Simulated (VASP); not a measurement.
The system is Al.

```
Al
1.0
     2.81246    0.00000    0.00000
    -1.40623    2.43566    0.00000
     0.00000    0.00000    4.86685
Al
2
Direct
  0.66667 0.33333 0.75000
  0.33333 0.66667 0.25000
```

This isn't the form of Al at room conditions, which is fcc.

Base run:

* Program: VASP 6.6.1
* Functional: BLYP
* Potentials or basis: VASP PAW PBE potentials, release 64 (Al)
* Cutoff: 520 eV
* k mesh: 9 × 9 × 5
* Occupations: fermi-dirac, width 0.1 eV
* Spin: no spin polarisation

Its results: band gap on the k mesh none (metal or under the smearing width); pressure 3.7 GPa.

The run is repeated on the same cell with these changes: functional from BLYP to r2SCAN. What comes out?

Band gap on the k mesh none (metal or under the smearing width); pressure -3.1 GPa.

Caveats: the PAW data sets were made with another functional, which shifts forces and pressure a little.
